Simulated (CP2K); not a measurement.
Crystal: HfC.

```xyz
2
Lattice="3.2880 0.0000 0.0000 1.6440 2.8475 0.0000 1.6440 0.9492 2.6847" Properties=species:S:1:pos:R:3 pbc="T T T"
Hf    3.2880    1.8984    1.3423
C     0.0000    0.0000    0.0000
```

Base run:

```yaml
Program: CP2K 2026.2
Functional: PBEsol
Potentials_or_basis: POTENTIAL_UZH Hf GTH-PBE-q12, C GTH-PBE-q4; TZVP-MOLOPT-PBE-GTH basis
Density_cutoff: 9184 eV
k_mesh: 10 × 10 × 10
Occupations: fermi-dirac, width 0.05 eV
Spin: no spin polarisation
```

Its results: band gap on the k mesh none (metal or under the smearing width); pressure -6.5 GPa.

Problem. After a change of settings the same cell gave: band gap on the k mesh none (metal or under the smearing width); pressure -1.0 GPa. Which change was it?
A. functional from PBEsol to LDA
B. functional from PBEsol to optB88-vdW
C. density cutoff from 9184 eV to 6123 eV; ngrids from 5 to 4; cutoff of the grids from 675 Ry to 450 Ry
D. density cutoff from 9184 eV to 6123 eV; eps_default from 1.0E-10 to 1.0E-9; cutoff of the grids from 675 Ry to 450 Ry

Solution. B.

Caveats: the potentials were made for another functional, which shifts forces and pressure; the basis of atomic orbitals isn't converged, which shifts pressures, moduli and gaps.

Not every run made on this cell is shown here.
